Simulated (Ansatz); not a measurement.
# CoO: what symmetry allows forces and stress to be

```
CELL_PARAMETERS angstrom
-1.53774 1.53774 2.27524
1.53774 -1.53774 2.27524
1.53774 1.53774 -2.27524
ATOMIC_POSITIONS crystal
Co 0.05932 0.05932 0.00000
O 0.44068 0.44068 0.00000
```

The calculation used DFT PBE, scalar-relativistic, plane waves, PAW (Ansatz).

Plane waves to 420 eV, a k mesh through Γ of 16×16×16 on the computed 2-atom cell and Gaussian smearing (0.10 eV); collinear spin from starting moments 2.73 0.35 μB.

This distorted cell has space group I4mm, with 8 operations that respect the starting moments. Operations that also reverse all spins aren't counted, and can restrict forces and stress further.

Problem. Without a calculation: in which directions can each atom feel a force?

Solution. A force must be left unchanged by every operation that keeps its atom in place, so it lies in the space that those operations leave fixed. Atoms that the group maps onto each other feel forces of one size.
```json
{"atom": "Co1", "site symmetry": "4mm", "operations at the site": "8", "equivalent to atom": "1", "allowed force (Cartesian)": "along (0.00, 0.00, 1.00)"}
{"atom": "O2", "site symmetry": "4mm", "operations at the site": "8", "equivalent to atom": "2", "allowed force (Cartesian)": "along (0.00, 0.00, 1.00)"}
```

That leaves 2 independent force components of 6, tied by 1 condition that the forces sum to zero, so 1 remains. A relaxation in this cell that keeps the symmetry moves the atoms in these directions alone.

Problem. And the stress tensor?

Solution. It must be invariant under the point group, which leaves 2 independent components: yz, xz, xy vanish; xx = yy.

Problem. Do the computed values obey this?

Solution. Yes. Forces (eV/Å):
```
Co1  0.000  0.000 -2.989
O2   0.000  0.000  2.989
```

Stress (GPa, compression positive, xx yy zz yz xz xy): -14.34 -14.34 34.92 0.00 0.00 0.00. The program imposes the same operations on density, forces and stress, so this confirms the analysis and is no independent test of the calculation.

The cell holds one magnetic atom, so it can only be ferromagnetic; an antiferromagnetic order may lie lower.

Cost: 1 run of about 1 core-minutes, on Intel Xeon Platinum 8488C (Sapphire Rapids) (shared hosts).